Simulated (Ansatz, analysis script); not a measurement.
# AlNi3: which texture of moments is lowest, part 2 of 2

Do the moments of AlNi3 prefer to cant? Several patterns are started on spinors.

Ansatz 0.2.0; PBE, PAW set soft_2.

So far. Step 4 (Start: random 1): It ends ferromagnetic; the largest site carries 0.261 μB. Step 5 (Start: 120 degrees in the xy plane): It ends non-magnetic; the largest site carries 0 μB.

## (6) Start: collinear ++-

Level of this step: Ansatz DFT on spinors from a typed pattern of moment directions (Ansatz).

Input file input.yaml:

```yaml
crystal:
  lattice:
    - [3.5230547267, 0.0, 0.0]
    - [0.0, 3.5230547267, 0.0]
    - [0.0, 0.0, 3.5230547267]
  atoms:
    - { symbol: Al, position: [0.0, 0.0, 0.0] }
    - { symbol: Ni, position: [0.0, 0.5, 0.5], spin: 0.26, spin_axis: [0.0, 0.0, 1.0] }
    - { symbol: Ni, position: [0.5, 0.0, 0.5], spin: 0.26, spin_axis: [0.0, 0.0, 1.0] }
    - { symbol: Ni, position: [0.5, 0.5, 0.0], spin: 0.26, spin_axis: [0.0, 0.0, -1.0] }
kpoints:
  mp_grid: { grid: [6, 6, 6] }
hamiltonian:
  xc: pbe
  noncollinear_xc: spin_density_matrix_gradient
scf:
  occupations: { method: fermi_dirac, width: 0.05 }
  max_iter: 120
  convergence: { dr2_threshold: 1.0e-08 }
  lower_state_search: "off"
basis:
  ecutwfc: 420.0
magnetization:
  noncollinear: true
```

Started as:

```bash
$ ansatz run input.yaml --threads 1 --pin off --max-ram 2048MiB --backend cpu --events-out ev --progress --plain --runs-dir out
```

Numbers of over 12 decimals in the logs are rounded to 6 here.

The log of the run:

```text
[...]
Crystal: 4 atoms, lattice volume = 43.728 Å³
Basis set: ecut = 420 eV, 847 PW (Γ)
Bands: 70, of which v1, the nominal top of the filled ones, is band 57 counted from 1 (56 counted from 0)
Symmetry: 16 space group operations + 16 with time reversal
[...]
k-points: 40 of 216
[...]
Starting moments: Σ|m| = 0.78 μB on 3 of 4 sites
[...]
site 1: m = (+0.0000, +0.0000, +0.2605) μB, |m| = 0.2605 μB  (R = 1.03 Å)
  site 2: m = (+0.0000, +0.0000, +0.2605) μB, |m| = 0.2605 μB  (R = 1.03 Å)
  site 3: m = (+0.0000, +0.0000, +0.2606) μB, |m| = 0.2606 μB  (R = 1.03 Å)
Free energy (F): -18058.370735 eV
[...]
Internal energy: -18058.344068 eV  (E = F + TS)
E sigma→0 (E₀):  -18058.357402 eV
Entropy (-TS):   -0.026667 eV (-6.667 meV/atom)
Fermi energy:    16.467348 eV
[...]
[key lines of the parts left out:]
SCF converged after 24 iterations
Magnetization: |M| = 0.6988 μB,  M = (+0.0000, -0.0000, +0.6988) μB
```

Wall time 2 min (1 thread of Arm Neoverse V2, shared host); peak memory 0.4 GiB.

It ends ferromagnetic; the largest site carries 0.261 μB.

Spin moment in the atom's sphere by atom:

| atom | x (μB) | y (μB) | z (μB) | size |
| --- | --- | --- | --- | --- |
| Al1 | 0.000 | 0.000 | -0.017 | 0.017 |
| Ni2 | 0.000 | 0.000 | 0.261 | 0.261 |
| Ni3 | 0.000 | 0.000 | 0.261 | 0.261 |
| Ni4 | 0.000 | 0.000 | 0.261 | 0.261 |

## (7) Start: umbrella

input.yaml, the sections that differ from step 6:

```yaml
crystal:
  lattice:
    - [3.5230547267, 0.0, 0.0]
    - [0.0, 3.5230547267, 0.0]
    - [0.0, 0.0, 3.5230547267]
  atoms:
    - { symbol: Al, position: [0.0, 0.0, 0.0] }
    - { symbol: Ni, position: [0.0, 0.5, 0.5], spin: 0.26, spin_axis: [0.894427, 0.0, 0.447214] }
    - { symbol: Ni, position: [0.5, 0.0, 0.5], spin: 0.26, spin_axis: [-0.447214, 0.774597, 0.447214] }
    - { symbol: Ni, position: [0.5, 0.5, 0.0], spin: 0.26, spin_axis: [-0.447214, -0.774597, 0.447214] }
# kpoints, hamiltonian, scf, basis, magnetization: as in step 6
```

The log of the run:

```text
[...]
Crystal: 4 atoms, lattice volume = 43.728 Å³
Basis set: ecut = 420 eV, 847 PW (Γ)
Bands: 70, of which v1, the nominal top of the filled ones, is band 57 counted from 1 (56 counted from 0)
Symmetry: 24 space group operations + 24 with time reversal
[...]
k-points: 20 of 216 (time reversal used)
[...]
Starting moments: Σ|m| = 0.78 μB on 3 of 4 sites
[...]
site 1: m = (-0.0000, +0.0000, +0.2605) μB, |m| = 0.2605 μB  (R = 1.03 Å)
  site 2: m = (+0.0000, -0.0000, +0.2605) μB, |m| = 0.2605 μB  (R = 1.03 Å)
  site 3: m = (+0.0000, +0.0000, +0.2605) μB, |m| = 0.2605 μB  (R = 1.03 Å)
Free energy (F): -18058.370735 eV
[...]
Internal energy: -18058.344066 eV  (E = F + TS)
E sigma→0 (E₀):  -18058.357400 eV
Entropy (-TS):   -0.026669 eV (-6.667 meV/atom)
Fermi energy:    16.467347 eV
[...]
[key lines of the parts left out:]
SCF converged after 24 iterations
Magnetization: |M| = 0.6988 μB,  M = (-0.0000, -0.0000, +0.6988) μB
```

Elapsed: 64 s, on 1 thread; peak memory 0.4 GiB.

It ends ferromagnetic; the largest site carries 0.261 μB.

## (8) Start: random 2

input.yaml, the sections that differ from step 7:

```yaml
crystal:
  lattice:
    - [3.5230547267, 0.0, 0.0]
    - [0.0, 3.5230547267, 0.0]
    - [0.0, 0.0, 3.5230547267]
  atoms:
    - { symbol: Al, position: [0.0, 0.0, 0.0] }
    - { symbol: Ni, position: [0.0, 0.5, 0.5], spin: 0.26, spin_axis: [0.441251, -0.399283, -0.803661] }
    - { symbol: Ni, position: [0.5, 0.0, 0.5], spin: 0.26, spin_axis: [-0.291332, -0.408102, 0.865204] }
    - { symbol: Ni, position: [0.5, 0.5, 0.0], spin: 0.26, spin_axis: [-0.003709, -0.971714, 0.236131] }
# kpoints, hamiltonian, scf, basis, magnetization: as in step 7
```

The log of the run:

```text
[...]
Crystal: 4 atoms, lattice volume = 43.728 Å³
Basis set: ecut = 420 eV, 847 PW (Γ)
Bands: 70, of which v1, the nominal top of the filled ones, is band 57 counted from 1 (56 counted from 0)
Symmetry: 8 space group operations
[...]
k-points: 64 of 216
[...]
Starting moments: Σ|m| = 0.78 μB on 3 of 4 sites
[...]
site 1: m = (+0.0212, -0.2561, +0.0427) μB, |m| = 0.2605 μB  (R = 1.03 Å)
  site 2: m = (+0.0212, -0.2561, +0.0427) μB, |m| = 0.2605 μB  (R = 1.03 Å)
  site 3: m = (+0.0212, -0.2561, +0.0427) μB, |m| = 0.2605 μB  (R = 1.03 Å)
Free energy (F): -18058.370735 eV
[...]
Internal energy: -18058.344066 eV  (E = F + TS)
E sigma→0 (E₀):  -18058.357400 eV
Entropy (-TS):   -0.026669 eV (-6.667 meV/atom)
Fermi energy:    16.467334 eV
[...]
[key lines of the parts left out:]
SCF converged after 25 iterations
Magnetization: |M| = 0.6988 μB,  M = (+0.0568, -0.6870, +0.1144) μB
```

Elapsed: 3.1 min, on 1 thread; peak memory 0.58 GiB.

It ends ferromagnetic; the largest site carries 0.261 μB.

## (9) The textures side by side

The last two columns average e·e over the pairs of the two nearest shells of magnetic atoms: 1 is parallel, −1 opposed.

The states reached:

| start | final state | energy (meV/magnetic atom) | net moment (μB/cell) | mean moment (μB) | least moment (μB) | typed angles to the first (deg) | final angles to the first (deg) | triple product of the first three | mean cosine, nearest magnetic neighbours | second shell |
| --- | --- | --- | --- | --- | --- | --- | --- | --- | --- | --- |
| ferro | ferromagnetic | 0 | 0.6988 | 0.2605 | 0.2605 | 0 0 | 0 0 | 0 | 1 | 1 |
| random 1 | ferromagnetic | 2.00e-4 | 0.6988 | 0.2605 | 0.2605 | 118 151 | 0 0 | 0 | 1 | 1 |
| 120 degrees in the xy plane | non-magnetic | 4.455 | 0 | 0 | 0 | 120 120 | - | - | - | - |
| collinear ++- | ferromagnetic | 0 | 0.6988 | 0.2605 | 0.2605 | 0 180 | 0 0 | 0 | 1 | 1 |
| umbrella | ferromagnetic | 2.00e-4 | 0.6988 | 0.2605 | 0.2605 | 102 102 | 0 0 | 0 | 1 | 1 |
| random 2 | ferromagnetic | 2.00e-4 | 0.6988 | 0.2605 | 0.2605 | 131 79 | 0 0 | 0 | 1 | 1 |

## (10) Outcome

```json
{
 "lowest state found": "ferromagnetic",
 "mean cosine between nearest magnetic neighbours there": "1.0",
 "net moment of the lowest state": "0.699 μB a cell",
 "mean moment in the lowest state": "0.261 μB"
}
```

The lowest state found is ferromagnetic, reached from the start «ferro», 4.45 meV a magnetic atom under the next one (non-magnetic). 5 of the 6 converged starts end within 0.1 meV of the lowest. 4 starts left the typed angles, so their energies belong to the state reached. 1 of the starts lose their moments altogether. Without spin–orbit coupling only the angles between moments count. Only the listed patterns were tried. The 6 spinor runs took 11 min of wall time, added up. The mesh is coarse for a state with partly filled levels, so small values and close rankings are not settled. Energies are free energies at a smearing of 0.05 eV, and with partly filled levels differences shift, at times strongly, as the smearing goes to zero.

[Logs and program files are shortened in this print: banners, set-up blocks, solver, clock and traceback lines can be left out without a mark of their own.]

[Logs are printed without paths, hosts, clocks, repeated set-up lines and the standing remarks that a program may print on its own settings, such as how far it seeks lower states.]

[Hosts, paths, dates, database ids (printed as entryN), source tags and the programs' standing remarks are cut or masked in the printed files.]
